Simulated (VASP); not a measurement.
A run of VASP 6.6.1 is set up as follows.

File POSCAR:

```
GaAs
1.0
    0.0000000000      2.8330850947      2.8330850947
    2.9132614029      0.0000000000      2.8330850947
    2.9132614029      2.8330850947      0.0000000000
Ga As
1 1
Direct
    0.0000000000      0.0000000000      0.0000000000
    0.2500000000      0.2500000000      0.2500000000
```

The input INCAR.step1:

```
SYSTEM = GaAs
PREC = Accurate ; ENCUT = 520
ISMEAR = 0 ; SIGMA = 0.01
LREAL = .FALSE. ; LASPH = .TRUE.
NELM = 100 ; NBANDS = 16
GGA = PE ; ALGO = Normal
EDIFF = 1E-4 ; LWAVE = .TRUE.
LCHARG = .FALSE.
```

The input INCAR.step2:

```
SYSTEM = GaAs
PREC = Accurate ; ENCUT = 520
EDIFF = 1E-7 ; ISMEAR = 0
SIGMA = 0.01 ; LREAL = .FALSE.
LASPH = .TRUE. ; NELM = 100
ALGO = Normal ; ISIF = 2
LWAVE = .FALSE. ; LCHARG = .FALSE.
METAGGA = R2SCAN ; LMIXTAU = .TRUE.
NBANDS = 16 ; ISTART = 1
```

The input KPOINTS:

```
Automatic mesh
0
G
  8 8 8
  0 0 0
```

Potentials or basis: VASP PAW PBE potentials, release 64 (Ga_d, As).

The run is started by

```console
$ cat potpaw_PBE.64/Ga_d/POTCAR potpaw_PBE.64/As/POTCAR > POTCAR
$ cp INCAR.step1 INCAR
$ mpirun -np 1 vasp_std > vasp.out
$ cp INCAR.step2 INCAR
$ mpirun -np 1 vasp_std > vasp.out
```

(1) Predict the band gap on the k mesh.

(2) Estimate the pressure.

## Answers

(1) 0.66 eV, direct.

(2) -1.8 GPa.

Caveat: the PAW data sets were made with another functional, which shifts forces and pressure a little.
